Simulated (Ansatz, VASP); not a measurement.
## Ir: VASP beside Ansatz

Contents of INCAR:

```
SYSTEM = Ir
ALGO = Normal ; EDIFF = 1E-6
EDIFFG = -0.01 ; ENCUT = 600
GGA = CA ; IBRION = 2
ISIF = 3 ; ISMEAR = 1
LASPH = .True. ; LCHARG = .False.
LREAL = .False. ; LWAVE = .False.
NELM = 100 ; NSW = 80
PREC = Accurate ; SIGMA = 0.1
```

The input KPOINTS:

```
k-points
0
Gamma
  22 22 22
  0 0 0
```

POSCAR

```
Ir
1.0
    0.0000000000      1.9156000000      1.9156000000
    1.9156000000      0.0000000000      1.9156000000
    1.9156000000      1.9156000000      0.0000000000
Ir
1
Direct
    0.0000000000      0.0000000000      0.0000000000
```

Input for Ansatz:

```yaml
crystal:
  lattice:
    - [0.0, 1.9156, 1.9156]
    - [1.9156, 0.0, 1.9156]
    - [1.9156, 1.9156, 0.0]
  atoms:
    - { symbol: Ir, position: [0.0, 0.0, 0.0] }
scf:
  occupations: { method: methfessel_paxton, width: 0.1 }
output:
  forces: true
  stress: true
  eigenvalues: true
  write_density: true
  write_potential: true
  elf: true
  volumetric_format: npy
kpoints:
  mp_grid: { grid: [22, 22, 22] }
hamiltonian:
  xc: lda
relax:
  f_tol: 0.01
  adjacent_minimum: "off"
  cell: { stress_tol: 0.05 }
```

Alike in both runs: task relaxation of cell and atoms; functional LDA; k mesh 22 × 22 × 22; occupations methfessel-paxton of order 1, width 0.1 eV; no spin polarisation.

```csv
,VASP,Ansatz
version,VASP 6.6.1,Ansatz 0.2.0
potentials or method,"VASP PAW LDA potentials, release 64 (Ir)","scalar-relativistic, plane waves, PAW"
plane-wave cutoff (eV),600,420
valence electrons in the cell,9,17
```

Ansatz gave:

- gap on the k mesh at the Fermi level, each at its own relaxed structure (eV): none
- relaxed volume (Å³/atom): 13.84
- relaxed cell length with the largest relative difference (Å): 2.695
- energy change over the relaxation (meV/atom): -4

**Question.** Estimate VASP's values.

**Answer.** gap on the k mesh at the Fermi level, each at its own relaxed structure (eV): none; relaxed volume (Å³/atom): 13.93; relaxed cell length with the largest relative difference (Å): 2.701; energy change over the relaxation (meV/atom): -1.

A gap of «none» marks a metal or a gap that the smearing closes. The two sets of potentials don't hold the same shells in valence.

Spin-orbit coupling is left out, which matters for the levels of Ir. LDA usually gives volumes a few per cent too small. Zero-point motion and thermal expansion aren't in these numbers.
